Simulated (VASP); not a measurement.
Here is a VASP 6.6.1 calculation.

File INCAR:

```
PREC = Accurate ; ENCUT = 520
EDIFF = 1E-6 ; ISMEAR = 0
SIGMA = 0.02 ; LREAL = False
LASPH = True ; NELM = 100
ALGO = Normal ; ISIF = 2
LWAVE = False ; LCHARG = False
GGA = PE ; IVDW = 12
NBANDS = 11
```

The input KPOINTS:

```
regular mesh
0
Gamma
  12 12 12
```

The input POSCAR:

```
BN
1.0
    0.0000000000      3.3394821895      2.1688319106
    1.2538424675      0.0000000000      2.1688319106
    1.2538424675      3.3394821895      0.0000000000
B N
1 1
Direct
    0.0001068737      0.0001068737      0.9998931263
    0.6665931163      0.6665931163      0.3334068837
```

Potentials or basis: VASP PAW PBE potentials, release 64 (B, N).

The run is started by

```console
$ cat potpaw_PBE.64/B/POTCAR potpaw_PBE.64/N/POTCAR > POTCAR
$ mpirun -np 1 vasp_std > vasp.out
```

Estimate the pressure.

0.1 GPa.

Estimate the dispersion energy per atom.

-0.140 eV.

Stress tensor (GPa, compression positive):
```
 0.17  0.00  0.00
 0.00 -0.16  0.00
 0.00  0.00  0.17
```
